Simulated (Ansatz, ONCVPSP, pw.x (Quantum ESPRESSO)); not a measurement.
## What a changed setting does to a pw.x run (fcc I)

Potential: optimised norm-conserving Vanderbilt (ONCV), ONCVPSP 4.0.1.1 (patched build), PBE; core [Kr] 4d10, reference 5s2 5p4.75; waves: 5s: rc 1.70 bohr, ncon 4, nbas 9, qcut 3.5 1/bohr, 3 projectors, debl 2.5 Ha; 5p: rc 1.95 bohr, ncon 4, nbas 9, qcut 4.9 1/bohr, 2 projectors, debl 0.6 Ha; d scattering state at 0.42 Ha: rc 2.05 bohr, ncon 4, nbas 9, qcut 4.5 1/bohr, 2 projectors, debl 4.4 Ha; local part: polynomial inside 1.65 bohr (lpopt 5, dvloc0 0 Ha); core correction: none.

The reference run (k-mesh 11³, cutoffs 170/680 Ry, Fermi–Dirac 0.01 Ry, mixing_beta 0.4, conv_thr 1e-9, no spin) gives -0.24 GPa at 35.693 Å³/atom, where all-electron LAPW gives -0.05 GPa. This run, with its own iteration cap, changes conv_thr to 1e-06.

```
&control
  calculation='scf', prefix='x', pseudo_dir='./', outdir='./tmp', tstress=.true., disk_io='none'
/
&system
  ibrav=0, nat=1, ntyp=1, ecutwfc=170, ecutrho=680, nbnd=11,
  occupations='smearing', smearing='fd', degauss=0.01
/
&electrons
  conv_thr=1e-06, mixing_beta=0.4, electron_maxstep=60
/
ATOMIC_SPECIES
I 1.0 I.UPF
CELL_PARAMETERS angstrom
  0.00000000 2.61327042 2.61327042
  2.61327042 0.00000000 2.61327042
  2.61327042 2.61327042 0.00000000
ATOMIC_POSITIONS crystal
I 0.0000 0.0000 0.0000
K_POINTS automatic
11 11 11 0 0 0
```

```bash
pw.x < I.scf.in > I.scf.out
```

Q: How does the run end?

A: It converges in 4 iterations; the free energy moves by +0.0 meV/atom and the pressure by -0.01 GPa. The result is that of the reference run.

```
Message from routine setup:
     using ibrav=0 with symmetry is DISCOURAGED, use correct ibrav instead
     lattice parameter (alat)  =       6.9839  a.u.
     unit-cell volume          =     240.8683 (a.u.)^3
     number of electrons       =         7.00
     number of Kohn-Sham states=           11
     kinetic-energy cutoff     =     170.0000  Ry
     charge density cutoff     =     680.0000  Ry
     scf convergence threshold =      1.0E-06
     Exchange-correlation= PBE
     number of k points=    56  Fermi-Dirac smearing, width (Ry)=  0.0100
     iteration #  1     ecut=   170.00 Ry     beta= 0.40
     total energy              =     -22.93348951 Ry
     estimated scf accuracy    <       0.00800488 Ry
     iteration #  2     ecut=   170.00 Ry     beta= 0.40
     total energy              =     -22.93307376 Ry
     estimated scf accuracy    <       0.00164613 Ry
     iteration #  3     ecut=   170.00 Ry     beta= 0.40
     total energy              =     -22.93328397 Ry
     estimated scf accuracy    <       0.00000606 Ry
     iteration #  4     ecut=   170.00 Ry     beta= 0.40
     c_bands:  1 eigenvalues not converged
     c_bands:  1 eigenvalues not converged
     the Fermi energy is     4.7581 ev
!    total energy              =     -22.93329569 Ry
     estimated scf accuracy    <       0.00000017 Ry
     smearing contrib. (-TS)   =      -0.00698933 Ry
     The total energy is F=E-TS. E is the sum of the following terms:
     one-electron contribution =       2.77436802 Ry
     hartree contribution      =       1.49786454 Ry
     xc contribution           =      -4.45232392 Ry
     ewald contribution        =     -22.74621501 Ry
     convergence has been achieved in   4 iterations
          total   stress  (Ry/bohr**3)                   (kbar)     P=       -2.48
     Message from routine punch:
     Nothing written, as per user request (disk_io='none')
```

The run took about 96 s on one core of a shared host (Neoverse-N1, 64 threads, 124 GiB, load 59).
